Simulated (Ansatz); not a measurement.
# TiSi (Cmmm) in Ansatz: a series of runs

One crystal, TiSi, is run at these levels: BLYP, r2SCAN; tasks: relaxation of cell and atoms.

Everything below comes from runs of Ansatz 0.2.0. Logs are shortened: lines on timing, memory, paths and dates and some standing lists are left out, and cuts for length are marked.

## Step 1: The structure

Symmetry: Cmmm, No. 65, orthorhombic system. Conventional cell: a = 3.632 Å, b = 4.235 Å, c = 3.804 Å, α = 90.00°, β = 90.00°, γ = 90.00°. Ti (site symmetry mmm) is surrounded by 8 Si at 2.63 to 2.85 Å and 4 Ti at 2.79 Å. Si (site symmetry mmm) is surrounded by 8 Ti at 2.63 to 2.85 Å and 4 Si at 2.79 Å.

The cell comes from a database or a generator and needn't be the stable form of this composition.

## Step 2: Relaxation of cell and atoms, BLYP

Input file input.yaml:

```yaml
crystal:
  lattice:
    - [1.816178, -2.117624, 0.0]
    - [1.816178, 2.117624, 0.0]
    - [0.0, 0.0, 3.803934]
  atoms:
    - { symbol: Ti, position: [0.5, 0.5, 0.0] }
    - { symbol: Si, position: [0.0, 0.0, 0.5] }
hamiltonian:
  xc: blyp
  pseudopotentials: { kind: paw }
kpoints:
  mp_grid: { grid: [10, 10, 7] }
scf:
  occupations: { method: fermi_dirac, width: 0.05 }
output:
  forces: true
  stress: true
  eigenvalues: true
relax:
  f_tol: 0.01
  max_steps: 40
  cell: { stress_tol: 0.05 }
```

Potentials or basis: Ansatz PAW.

Command:

```sh
ansatz run input.yaml --threads 2 --pin off --max-ram 5632MiB --backend cpu --events-out ev --progress --plain --runs-dir out
```

Standard output:

```text
Warning: RAYON_NUM_THREADS=2 ignored (pool sized by the plan → 2); use --threads N
Engine: ansatz 0.2.0, aarch64-unknown-linux-gnu
Pseudopotentials: kind: paw
Pseudopotential: Ti, paw, valence charge 12, recommended cutoff 420 eV (normal), Ti.paw.azcp
Pseudopotential: Si, paw, valence charge 4, recommended cutoff 420 eV (normal), Si.paw.azcp
Functional definition: BLYP
  parameter beta = 0.0042
  parameter a = 0.04918
  parameter b = 0.132
  parameter c = 0.2533
  parameter d = 0.349
  exchange = b88_x(beta = beta)
  correlation = lyp_c(a = a, b = b, c = c, d = d)
Crystal: 2 atoms, lattice volume = 29.260 Å³
Basis set: ecut = 420 eV, 573 PW (Γ), exchange–correlation on 40×40×54 points (8 copies of the dense FFT grid, shifted against one another)
Bands: 12, of which v1, the nominal top of the filled ones, is band 8 counted from 1 (7 counted from 0)
Symmetry: 8 space group operations
Space group: Cmmm (ITA 65), of the structure as read, at distance tolerance 3.1e-5 Å
k-points: 124 of 700
Non-local potential: Ti, projectors of the file, l = 0: 3, l = 1: 2, l = 2: 3, l = 3: 1
Non-local potential: Si, projectors of the file, l = 0: 2, l = 1: 2, l = 2: 2
PAW form: soft (Blöchl's): semilocal exchange-correlation on the pseudo side does not see the compensation charge
PAW frozen core: Ti, regenerated for the run's functional, and the local potential with it (the file was generated under x = pbe(κ = 0.804, μ = 0.2195149727645171), c = pbe(β = 0.06672455060314922))
PAW frozen core: Si, regenerated for the run's functional, and the local potential with it (the file was generated under x = pbe(κ = 0.804, μ = 0.2195149727645171), c = pbe(β = 0.06672455060314922))
PAW one-centre angular grid: Ti, 590 points (default); XC on 64 Gauss nodes
PAW one-centre angular grid: Si, 110 points (default); XC on 64 Gauss nodes
Initial density: superposition of atomic densities (neutral atoms: chi_scale 0, normalization atom), corrected by the library's trained network
Initial wavefunctions: pseudopotential atomic-orbital guess
Functional: x = b88, c = lyp
SCF iter   1: F=—  HF=-3145.956222 eV  |F-HF|=—  |Δ(HF+E_count)|=         —  Δρ=1.07e-2  dr2=3.15e-2  ethr=1.77e-3  ⟨swp⟩=5.0  Hψ=8144  notcnv=0
preconditioner: auto → none  [metal: Δε(μ)=0.028 eV  Ē_g=6.053 eV  σ=0.050 eV  W_gap=0.14  n_scr=6 (ndim 8)  ℏωp=19.4 eV  f_vac=0.000  D(μ)=1.21/eV (n_scr^D=6)  sad-step TF]
SCF iter   2: F=—  HF=-3145.949158 eV  |F-HF|=—  |Δ(HF+E_count)|=   7.06e-3  Δρ=5.97e-3  dr2=1.04e-2  ethr=1.97e-4  ⟨swp⟩=2.0  Hψ=2932  notcnv=0
SCF iter   3: F=—  HF=-3145.946379 eV  |F-HF|=—  |Δ(HF+E_count)|=   2.78e-3  Δρ=6.69e-4  dr2=1.77e-4  ethr=6.52e-5  ⟨swp⟩=2.0  Hψ=2479  notcnv=0
SCF iter   4: F=—  HF=-3145.946387 eV  |F-HF|=—  |Δ(HF+E_count)|=   7.50e-6  Δρ=1.27e-4  dr2=6.10e-6  ethr=1.11e-6  ⟨swp⟩=2.9  Hψ=2427  notcnv=0
SCF iter   5: F=—  HF=-3145.946410 eV  |F-HF|=—  |Δ(HF+E_count)|=   2.32e-5  Δρ=3.73e-5  dr2=3.02e-7  ethr=3.82e-8  ⟨swp⟩=2.0  Hψ=1999  notcnv=0
SCF iter   6: F=-3145.946410 eV  HF=-3145.946410 eV  |F-HF|=5.19e-9  |Δ(HF+E_count)|=   1.07e-7  Δρ=8.15e-6  dr2=2.03e-8  ethr=6.25e-10  ⟨swp⟩=5.0  Hψ=6540  notcnv=0
SCF 1 converged in 6 iterations: F = -3145.946410 eV  dr2 = 2.03e-8
relax step   1: F+E_penalty+E_count = -3145.94641018 eV  Δ(F+E_penalty+E_count) = +0.000e0 eV  max|allowed force component| = 7.889e-31 eV/Å  Δτ_max = 0.0000 Å  P = +6.093 GPa  Ω = 29.260 Å³  (6 SCF iters, dr2 threshold 1.00e-7 eV, accepted)
Crystal: 2 atoms, lattice volume = 30.915 Å³
Basis set: ecut = 420 eV, 589 PW (Γ), exchange–correlation on 40×40×54 points (8 copies of the dense FFT grid, shifted against one another)
Initial density: handed on by an earlier stage of this run
Initial wavefunctions: those handed on with the density
iter 1 solved again at ethr=2.72e-5 eV; its pass at ethr=3.10e-3 eV (dr2=4.35e-3 eV) is discarded
SCF iter   1: F=—  HF=-3145.974201 eV  |F-HF|=—  |Δ(HF+E_count)|=         —  Δρ=2.82e-3  dr2=4.33e-3  ethr=2.72e-5  ⟨swp⟩=1.0  Hψ=10685  notcnv=0
preconditioner: auto → none  [metal: Δε(μ)=0.046 eV  Ē_g=5.846 eV  σ=0.050 eV  W_gap=0.22  n_scr=6 (ndim 8)  ℏωp=18.9 eV  f_vac=0.000  D(μ)=1.21/eV (n_scr^D=6)]
SCF iter   2: F=—  HF=-3145.973344 eV  |F-HF|=—  |Δ(HF+E_count)|=   8.57e-4  Δρ=1.07e-3  dr2=2.33e-4  ethr=2.71e-5  ⟨swp⟩=2.1  Hψ=1858  notcnv=0
SCF iter   3: F=—  HF=-3145.973380 eV  |F-HF|=—  |Δ(HF+E_count)|=   3.63e-5  Δρ=3.37e-4  dr2=1.46e-5  ethr=1.46e-6  ⟨swp⟩=2.4  Hψ=1978  notcnv=0
SCF iter   4: F=—  HF=-3145.973428 eV  |F-HF|=—  |Δ(HF+E_count)|=   4.83e-5  Δρ=4.92e-5  dr2=4.05e-7  ethr=9.11e-8  ⟨swp⟩=2.0  Hψ=1993  notcnv=0
iter 5 did not close the SCF: its close was put off for the readings that it lacked (scf_convergence_deferred on its scf_iter line)
SCF iter   5: F=-3145.973429 eV  HF=-3145.973429 eV  |F-HF|=6.75e-9  |Δ(HF+E_count)|=   2.98e-7  Δρ=8.95e-6  dr2=1.08e-8  ethr=2.53e-9  ⟨swp⟩=2.1  Hψ=2060  notcnv=0
SCF iter   6: F=-3145.973429 eV  HF=-3145.973429 eV  |F-HF|=1.16e-10  |Δ(HF+E_count)|=   9.75e-9  Δρ=1.24e-6  dr2=2.09e-10  ethr=6.76e-11  ⟨swp⟩=1.8  Hψ=4567  notcnv=0
[... 63 lines left out ...]
SCF iter   5: F=-3145.976414 eV  HF=-3145.976414 eV  |F-HF|=3.41e-11  |Δ(HF+E_count)|=  3.52e-10  Δρ=2.02e-7  dr2=2.78e-12  ethr=1.00e-12  ⟨swp⟩=2.0  Hψ=1991  notcnv=0
SCF iter   6: F=-3145.976414 eV  HF=-3145.976414 eV  |F-HF|=2.73e-12  |Δ(HF+E_count)|=  3.41e-11  Δρ=4.00e-8  dr2=1.10e-13  ethr=1.00e-12  ⟨swp⟩=3.8  Hψ=5647  notcnv=0
SCF 7 converged in 6 iterations: F = -3145.976414 eV  dr2 = 1.10e-13
relax step   7: F+E_penalty+E_count = -3145.97641415 eV  Δ(F+E_penalty+E_count) = -6.982e-4 eV  max|allowed force component| = 3.313e-29 eV/Å  Δτ_max = 0.0000 Å  P = +0.034 GPa  Ω = 30.924 Å³  stress off target by 8.24e-2 GPa  SCF on the basis re-selected at this cell (its energy is not comparable with the rows above)  (6 SCF iters)
basis re-selected at this cell: Δ(F+E_penalty+E_count) = -6.982e-4 eV, ΔP = +0.042 GPa vs the last step (what re-selecting the basis moved, of the pressure what is left beyond the Pulay correction that the steps carried, after the strain that the cell walked since its last selection, with what the two solves' SCF thresholds leave and, on support functions, any second-order correction that the steps lacked; it is no measure of the basis error at this ecutwfc). This SCF's stress stands 8.24e-2 GPa from its target on what of the cell is left free (relax.cell.stress_tol is 5.00e-2 GPa) and its largest allowed force component is 3.31e-29 eV/Å (relax.f_tol is 1.00e-2 eV/Å): not within both, so this SCF does not close the relaxation
Crystal: 2 atoms, lattice volume = 30.955 Å³
iter 1 solved again at ethr=2.83e-7 eV; its pass at ethr=3.10e-3 eV (dr2=4.53e-5 eV) is discarded
SCF iter   1: F=—  HF=-3145.976397 eV  |F-HF|=—  |Δ(HF+E_count)|=         —  Δρ=3.49e-4  dr2=4.82e-5  ethr=2.83e-7  ⟨swp⟩=2.0  Hψ=9628  notcnv=0
preconditioner: auto → none  [metal: Δε(μ)=0.023 eV  Ē_g=5.812 eV  σ=0.050 eV  W_gap=0.11  n_scr=6 (ndim 8)  ℏωp=18.9 eV  f_vac=0.000  D(μ)=1.19/eV (n_scr^D=6)]
SCF iter   2: F=—  HF=-3145.976422 eV  |F-HF|=—  |Δ(HF+E_count)|=   2.57e-5  Δρ=1.34e-4  dr2=3.55e-6  ethr=2.83e-7  ⟨swp⟩=2.0  Hψ=1814  notcnv=0
SCF iter   3: F=—  HF=-3145.976423 eV  |F-HF|=—  |Δ(HF+E_count)|=   4.64e-7  Δρ=3.93e-5  dr2=1.89e-7  ethr=2.22e-8  ⟨swp⟩=2.0  Hψ=1778  notcnv=0
iter 4 did not close the SCF: its close was put off for the readings that it lacked (scf_convergence_deferred on its scf_iter line)
SCF iter   4: F=-3145.976423 eV  HF=-3145.976423 eV  |F-HF|=2.02e-9  |Δ(HF+E_count)|=   1.21e-7  Δρ=7.56e-6  dr2=8.09e-9  ethr=1.18e-9  ⟨swp⟩=2.1  Hψ=1999  notcnv=0
iter 5 did not close the SCF: its close was put off for the readings that it lacked (scf_convergence_deferred on its scf_iter line)
SCF iter   5: F=-3145.976423 eV  HF=-3145.976423 eV  |F-HF|=1.48e-10  |Δ(HF+E_count)|=   3.96e-9  Δρ=1.48e-6  dr2=3.11e-10  ethr=5.06e-11  ⟨swp⟩=2.2  Hψ=2370  notcnv=0
SCF iter   6: F=-3145.976423 eV  HF=-3145.976423 eV  |F-HF|=1.82e-12  |Δ(HF+E_count)|=  2.41e-10  Δρ=1.54e-7  dr2=7.03e-12  ethr=1.94e-12  ⟨swp⟩=1.1  Hψ=4017  notcnv=0
SCF 8 converged in 6 iterations: F = -3145.976423 eV  dr2 = 7.03e-12
relax step   8: F+E_penalty+E_count = -3145.97642293 eV  Δ(F+E_penalty+E_count) = -8.781e-6 eV  max|allowed force component| = 6.862e-30 eV/Å  Δτ_max = 0.0000 Å  P = +0.000 GPa  Ω = 30.955 Å³  energy of the carried Pulay correction = -5.981e-6 eV  (6 SCF iters, dr2 threshold 1.70e-8 eV, accepted)
iter 1 solved again at ethr=1.25e-8 eV; its pass at ethr=3.10e-3 eV (dr2=2.00e-6 eV) is discarded
SCF iter   1: F=—  HF=-3145.976389 eV  |F-HF|=—  |Δ(HF+E_count)|=         —  Δρ=4.40e-5  dr2=1.25e-8  ethr=1.25e-8  ⟨swp⟩=3.3  Hψ=12658  notcnv=0
preconditioner: auto → none  [metal: Δε(μ)=0.025 eV  Ē_g=5.810 eV  σ=0.050 eV  W_gap=0.12  n_scr=6 (ndim 8)  ℏωp=18.9 eV  f_vac=0.000  D(μ)=1.19/eV (n_scr^D=6)]
SCF iter   2: F=—  HF=-3145.976427 eV  |F-HF|=—  |Δ(HF+E_count)|=   3.86e-5  Δρ=2.20e-5  dr2=3.12e-9  ethr=7.83e-11  ⟨swp⟩=2.0  Hψ=2049  notcnv=0
SCF iter   3: F=—  HF=-3145.976430 eV  |F-HF|=—  |Δ(HF+E_count)|=   2.15e-6  Δρ=4.00e-7  dr2=2.68e-11  ethr=1.95e-11  ⟨swp⟩=2.2  Hψ=1887  notcnv=0
iter 4 did not close the SCF: its close was put off for the readings that it lacked (scf_convergence_deferred on its scf_iter line)
SCF iter   4: F=-3145.976430 eV  HF=-3145.976430 eV  |F-HF|=2.73e-12  |Δ(HF+E_count)|=  2.18e-10  Δρ=1.29e-7  dr2=1.89e-12  ethr=1.00e-12  ⟨swp⟩=1.0  Hψ=1488  notcnv=0
iter 5 did not close the SCF: its close was put off for the readings that it lacked (scf_convergence_deferred on its scf_iter line)
SCF iter   5: F=-3145.976430 eV  HF=-3145.976430 eV  |F-HF|=1.82e-12  |Δ(HF+E_count)|=  9.09e-13  Δρ=6.59e-8  dr2=4.71e-13  ethr=1.00e-12  ⟨swp⟩=1.0  Hψ=1488  notcnv=0
iter 6 did not close the SCF: its close was put off for the readings that it lacked (scf_convergence_deferred on its scf_iter line)
SCF iter   6: F=-3145.976430 eV  HF=-3145.976430 eV  |F-HF|=9.09e-13  |Δ(HF+E_count)|=  9.09e-13  Δρ=5.73e-9  dr2=1.01e-14  ethr=1.00e-12  ⟨swp⟩=1.0  Hψ=1488  notcnv=0
iter 7 did not close the SCF: its close was put off for the readings that it lacked (scf_convergence_deferred on its scf_iter line)
SCF iter   7: F=-3145.976430 eV  HF=-3145.976430 eV  |F-HF|=0.00e0  |Δ(HF+E_count)|=  9.09e-13  Δρ=1.98e-9  dr2=6.79e-16  ethr=1.00e-12  ⟨swp⟩=1.0  Hψ=1488  notcnv=0
SCF iter   8: F=-3145.976430 eV  HF=-3145.976430 eV  |F-HF|=9.09e-13  |Δ(HF+E_count)|=    0.00e0  Δρ=5.55e-10  dr2=3.81e-17  ethr=1.00e-12  ⟨swp⟩=1.8  Hψ=3716  notcnv=0
SCF 9 converged in 8 iterations: F = -3145.976430 eV  dr2 = 3.81e-17
relax step   9: F+E_penalty+E_count = -3145.97642960 eV  Δ(F+E_penalty+E_count) = -6.676e-6 eV  max|allowed force component| = 6.960e-30 eV/Å  Δτ_max = 0.0000 Å  P = +0.000 GPa  Ω = 30.955 Å³  stress off target by 2.78e-3 GPa  SCF on the basis re-selected at this cell (its energy is not comparable with the rows above)  (8 SCF iters)
basis re-selected at this cell: Δ(F+E_penalty+E_count) = -6.676e-6 eV, ΔP = -0.000 GPa vs the last step (what re-selecting the basis moved, of the pressure what is left beyond the Pulay correction that the steps carried, after the strain that the cell walked since its last selection, with what the two solves' SCF thresholds leave and, on support functions, any second-order correction that the steps lacked; it is no measure of the basis error at this ecutwfc). This SCF's stress stands 2.78e-3 GPa from its target on what of the cell is left free (relax.cell.stress_tol is 5.00e-2 GPa) and its largest allowed force component is 6.96e-30 eV/Å (relax.f_tol is 1.00e-2 eV/Å): within both
SCF converged after 8 iterations
Free energy (F): -3145.976430 eV
Harris-Foulkes:  -3145.976430 eV  (|F-HF|=9.09e-13)
Internal energy: -3145.966314 eV  (E = F + TS)
E sigma→0 (E₀):  -3145.971372 eV
Entropy (-TS):   -0.010116 eV (-5.058 meV/atom)
Fermi energy:    12.870540 eV
--- Per-component energies (eV) ---
  E_band       = -135.227316
  E_kinetic    = 315.076104
  E_local      = -988.784681  (includes V_loc(G=0)·N_el)
  E_nonlocal   = 35.565919
  E_hartree    = 421.298659
  E_xc         = -150.560260
  E_vxc        = -166.032970  (∫ρ·V_xc dr)
  E_paw        = -1573.909988  (= ΣΔE_a)
  E_vpaw       = -173.649131  (= ΣTr[D̂ρ^β])
  E_aug_tail   = 0.000126  (compensation charges beyond the density's cutoff)
  E_ewald      = -1204.683575
  E_core_change = 0.031382  (= ΣΔE_core)
  E_smearing   = -0.010116  (= −TS)
  E_closure    = 0.000000  (closes the sum)
  Σ components = -3145.976430   (vs F -3145.976430, Δ=0.00e0)
--- Forces (eV/Å), atoms counted from 1 ---
  atom   1  Ti    -0.00000000    -0.00000000     0.00000000
  atom   2  Si    -0.00000000     0.00000000     0.00000000
  max |Σ_I F_I| component: 1.35e-29 eV/Å
--- Stress (GPa, compression-positive) ---
       -0.002454      -0.000000       0.000000
       -0.000000       0.002781      -0.000000
        0.000000      -0.000000      -0.000265
  P = ⅓ Tr σ = 0.0000 GPa (0.000 kbar)
--- Band table (eV; the first three rows and the last of 124) ---
  k-point 0: bands = ["-43.8201", "-20.2937", "-19.9512", "-19.8653", "1.6708", "10.8399", "11.5543", "11.9271", "14.2885", "15.0743", "15.3484", "17.4782"]
  k-point 1: bands = ["-43.8198", "-20.3005", "-19.9508", "-19.8651", "1.8547", "9.6357", "11.9759", "12.3849", "13.9987", "14.9536", "15.3688", "18.0386"]
  k-point 2: bands = ["-43.8192", "-20.3156", "-19.9501", "-19.8645", "2.3446", "8.1018", "12.0907", "13.1045", "13.5210", "14.7194", "15.4147", "19.2697"]
  k-point 123: bands = ["-43.7232", "-20.3011", "-20.2206", "-20.2197", "8.3847", "8.7021", "9.9317", "9.9574", "14.5420", "14.9723", "16.4751", "16.5150"]
--- Relaxed structure (7 steps of the walk, 7 accepted, 2 SCFs on fresh bases) ---
  F+E_penalty+E_count = -3145.97642960 eV   max|allowed force component| = 6.960e-30 eV/Å   (the final SCF, on the basis selected at the relaxed cell)
  cell:  # Å, volume = 30.9554 Å³
    - [1.8294548170030416, -2.214668939742889, 0.0]
    - [1.8294548170030416, 2.214668939742889, 0.0]
    - [0.0, 0.0, 3.820110402600948]
  atoms:
    - { symbol: Ti, position: [0.5, 0.5, 0.0] }
    - { symbol: Si, position: [1.126707055096713e-34, 1.126707055096713e-34, 0.49999999999999994] }
```

Wall time 23 s (2 threads of Arm Neoverse N1, shared host); peak memory 0.35 GiB.

Results:

```
Free energy                            : -3145.9764 eV
Relaxed volume                         : 15.48 Å³/atom
Relaxed cell                           : a = 2.873 Å, b = 2.873 Å, c = 3.820 Å, α = 90.00°, β = 90.00°, γ = 100.88°
Space group after relaxing (to 0.05 Å) : Cmmm (No. 65)
Energy gained by relaxing              : 15.0 meV/atom
Ionic steps                            : 9
Pressure after relaxing                : 0.0 GPa
Band gap on the k mesh                 : none (metal or under the smearing width)
```

The path:
```tsv
step	energy change (eV)	largest force (eV/Å)	volume (Å³)
1	0.0000	0.0000	29.26
2	-0.0270	0.0000	30.92
3	-0.0284	0.0000	30.80
4	-0.0289	0.0000	30.81
5	-0.0293	0.0000	30.86
6	-0.0293	0.0000	30.92
7	-0.0300	0.0000	30.92
8	-0.0300	0.0000	30.96
9	-0.0300	0.0000	30.96
```

Final structure:
```xyz
2
Lattice="1.8295 -2.2147 0.0000 1.8295 2.2147 0.0000 0.0000 0.0000 3.8201" Properties=species:S:1:pos:R:3 pbc="T T T"
Ti    1.8295    0.0000    0.0000
Si    0.0000    0.0000    1.9101
```

Levels at points of the mesh, in eV from the Fermi level:
```tsv
k point	band 5	band 6	band 7	band 8	band 9	band 10	band 11	band 12
(0.00, 0.00, 0.00)	-11.20	-2.03	-1.32	-0.94	1.42	2.20	2.48	4.61
(0.00, -0.50, 0.00)	-7.50	-5.80	-2.54	-0.85	1.65	2.06	3.80	5.07
(-0.50, -0.50, 0.00)	-5.88	-3.61	-1.14	-1.01	-0.61	-0.13	2.67	2.91
```

Caveat: the plane-wave basis is chosen anew once the cell has moved, so the energies of steps on either side of that aren't comparable; the PAW data sets come from PBE, with cores solved anew for the run's functional, which leaves a small shift of forces and pressure.

## Step 3: Relaxation of cell and atoms, r2SCAN

input.yaml: that of step 2 with these lines changed.

```diff
@@ -9,3 +9,3 @@
 hamiltonian:
-  xc: blyp
+  xc: r2scan
   pseudopotentials: { kind: paw }
@@ -19,2 +19,6 @@
   eigenvalues: true
+  write_density: true
+  write_potential: true
+  elf: true
+  volumetric_format: npy
 relax:
```

Potentials or basis: Ansatz PAW.

Command:

```sh
ansatz run input.yaml --threads 2 --pin off --max-ram 5632MiB --backend cpu --events-out ev --progress --plain --runs-dir out
```

It took 41 s on 2 threads of Arm Neoverse N1, shared host; peak memory 0.44 GiB.

The run converged. Its results:

```yaml
Free_energy: -3144.5176 eV
Relaxed_volume: 14.40 Å³/atom
Relaxed_cell: a = 2.761 Å, b = 2.761 Å, c = 3.816 Å, α = 90.00°, β = 90.00°, γ = 98.27°
Space_group_after_relaxing_to_0.05_Å: Cmmm (No. 65)
Energy_gained_by_relaxing: 1.5 meV/atom
Ionic_steps: 7
Pressure_after_relaxing: 0.0 GPa
Band_gap_on_the_k_mesh: none (metal or under the smearing width)
```

Step by step:
```tsv
step	energy change (eV)	largest force (eV/Å)	volume (Å³)
1	0.0000	0.0000	29.26
2	-0.0029	0.0000	28.78
3	-0.0031	0.0000	28.83
4	-0.0032	0.0000	28.83
5	-0.0032	0.0000	28.80
6	-0.0032	0.0000	28.79
7	-0.0031	0.0000	28.79
```

Final structure:
```cif
data_structure
_symmetry_space_group_name_H-M 'P 1'
_symmetry_Int_Tables_number 1
_cell_length_a 2.7611
_cell_length_b 2.7611
_cell_length_c 3.8162
_cell_angle_alpha 90.000
_cell_angle_beta 90.000
_cell_angle_gamma 98.266
_cell_volume 28.79
loop_
_atom_site_label
_atom_site_type_symbol
_atom_site_fract_x
_atom_site_fract_y
_atom_site_fract_z
_atom_site_occupancy
Ti1 Ti 0.50000 0.50000 0.00000 1
Si1 Si 0.00000 0.00000 0.50000 1
```

Levels at points of the mesh, in eV from the Fermi level:
| k point | band 4 | band 5 | band 6 | band 7 | band 8 | band 9 | band 10 | band 11 | band 12 |
| --- | --- | --- | --- | --- | --- | --- | --- | --- | --- |
| (0.00, 0.00, 0.00) | -33.85 | -12.58 | -2.63 | -2.06 | -1.34 | 1.89 | 2.64 | 3.37 | 5.72 |
| (0.00, -0.50, 0.00) | -33.85 | -8.10 | -6.87 | -3.13 | -0.90 | 1.99 | 2.65 | 4.50 | 4.92 |
| (-0.50, -0.50, 0.00) | -34.26 | -6.00 | -4.07 | -1.78 | -1.29 | -0.88 | -0.34 | 3.27 | 3.27 |

Caveat: the plane-wave basis is chosen anew once the cell has moved, so the energies of steps on either side of that aren't comparable; the PAW data sets come from PBE, with cores solved anew for the run's functional, which leaves a small shift of forces and pressure.
